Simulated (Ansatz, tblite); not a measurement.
## A script for BaS (GFN2-xTB)

These are simulated results from tblite 0.8.0, not measurements. The cell was built from a prototype and was relaxed with r2SCAN in plane waves (Ansatz 0.2.0). Not every such cell is a known phase. All runs are without spin polarisation.

Space group Pm-3m (No. 221), cubic; a = 3.834 Å in the conventional setting, 28.17 Å³ an atom. Ba has 8 S at 3.32 Å; S has 8 Ba at 3.32 Å.

tblite solves periodic systems at the zone centre alone, so the script builds a cluster of 3×3×3 conventional cells (54 atoms), which folds in a coarse mesh of k points.

run.py reads:

```python
import json
from ase import Atoms
from ase.build import make_supercell
from ase.units import Bohr, GPa, Hartree
from tblite.interface import Calculator

atoms = Atoms(['Ba', 'S'],
              cell=[[3.833758, 0.0, 0.0], [0.0, 3.833758, 0.0], [0.0, 0.0, 3.833758]],
              scaled_positions=[[0.0, 0.0, -0.0], [0.5, 0.5, 0.5]],
              pbc=True)
cluster = make_supercell(atoms, [[3, 0, 0], [0, 3, 0], [0, 0, 3]])
calc = Calculator('GFN2-xTB', cluster.numbers, cluster.positions / Bohr, lattice=cluster.cell[:] / Bohr, periodic=cluster.pbc)
calc.set('temperature', 0.02 / Hartree)
calc.set('max-iter', 150)
res = calc.singlepoint()
levels = res.get('orbital-energies') * Hartree
nv = round(res.get('orbital-occupations').sum() / 2)
cells = len(cluster) // len(atoms)
out = {'energy_per_cell': res.get('energy') * Hartree / cells, 'homo': levels[nv - 1], 'lumo': levels[nv],
       'stress': (-res.get('virial') * Hartree / cluster.get_volume() / GPa).tolist(), 'charges': res.get('charges')[:len(atoms)].tolist(), 'electrons': 2 * nv / cells}
json.dump(out, open('results.json', 'w'))
for key, value in out.items():
    print(key, value)
```

Command: `python run.py`. It took 6.1 s on 1 thread of Arm Neoverse V1 (shared host), peak memory 0.12 GiB.

What it printed:

```
------------------------------------------------------------
  cycle        total energy    energy error   density error
------------------------------------------------------------
      1     -89.28480139456  -8.9382986E+01   5.1987476E-01
      2     -102.0229925913  -1.2738191E+01   1.1878497E-01
      3     -102.4059593384  -3.8296675E-01   7.4219760E-02
      4     -102.3009640827   1.0499526E-01   7.7465637E-02
      5     -102.5860654400  -2.8510136E-01   5.1835407E-02
      6     -102.7329079938  -1.4684255E-01   2.3975840E-02
      7     -102.5652562931   1.6765170E-01   5.0102849E-02
      8     -102.7611322438  -1.9587595E-01   1.3494483E-02
      9     -102.7735994501  -1.2467206E-02   2.4266772E-03
     10     -102.7736732507  -7.3800583E-05   1.9142905E-03
     11     -102.7733086136   3.6463709E-04   2.9669432E-03
     12     -102.7738486921  -5.4007856E-04   1.0320988E-03
     13     -102.7739210506  -7.2358462E-05   1.8158192E-04
     14     -102.7739227393  -1.6887204E-06   8.7032402E-05
     15     -102.7739226177   1.2163855E-07   9.7456770E-05
     16     -102.7739226165   1.1929444E-09   9.7530506E-05
     17     -102.7739225921   2.4432680E-08   9.8188890E-05
     18     -102.7739222133   3.7872215E-07   1.2195973E-04
     19     -102.7739214755   7.3789386E-07   1.4998685E-04
     20     -102.7739221105  -6.3504292E-07   1.1286576E-04
     21     -102.7739227736  -6.6308117E-07   5.2829984E-05
     22     -102.7739227529   2.0668523E-08   5.5387272E-05
     23     -102.7739229063  -1.5337713E-07   2.6500533E-05
     24     -102.7739229065  -2.5120528E-10   2.6575769E-05
     25     -102.7739229201  -1.3562357E-08   2.1668221E-05
     26     -102.7739229262  -6.0855001E-09   1.7772686E-05
------------------------------------------------------------

 total:                                   5.383 sec
energy_per_cell -103.57855148085018
homo -11.13395631123147
lumo -11.13395631121411
stress [[-0.5392789795082252, -1.6341031849364666e-05, -1.6341034876641185e-05], [-1.6341031849372442e-05, -0.5392789795086028, -1.6341035128417748e-05], [-1.6341034876614e-05, -1.6341035128380136e-05, -0.5392789794746734]]
charges [0.5785831638370459, -0.5787619598713766]
electrons 8.0
```

The cycle table is in hartree for the whole cluster, and the lines after it are in eV (the energy for one cell). The printed stress is in GPa and positive in compression, and the pressure is its mean diagonal.

GFN2-xTB gives no gap at the points read. On the same cell, plane-wave PBE (Ansatz, 6×6×6 k points and the special points) gives a gap of 1.56 eV and r2SCAN a gap of 1.93 eV; on shared hosts these took about 1.6 and 3.7 core-seconds on the 2-atom cell, against 6.1 for the script. Spin-orbit coupling, left out in all these runs, can cut or reorder the gap by tenths of an eV, up to about 1 eV with Pb or Bi. This method closes a gap that PBE finds, a failure in kind.

The same script was run on cells scaled at fixed shape and fractional coordinates:

| volume (Å³/atom) | energy (meV/atom) | pressure (GPa, positive in compression) | gap (eV) |
| --- | --- | --- | --- |
| 24.79 | 18.4 | 1.79 | 0.11 |
| 26.48 | 2.4 | 1.06 | 0.00 |
| 28.17 | 0.0 | -0.54 | 0.00 |
| 29.86 | 11.8 | -1.63 | 0.00 |
| 31.55 | 33.1 | -2.28 | 0.00 |

A Birch-Murnaghan fit puts the minimum at 27.52 Å³/atom, 2.3 % below the given cell, with a bulk modulus of 20.7 GPa at fixed shape.

xTB was fitted mostly to molecules, and a small cluster samples few k points, so gaps, pressures and kinks along a curve can be far from a solid's.

The runs are scalar-relativistic, without spin-orbit coupling.
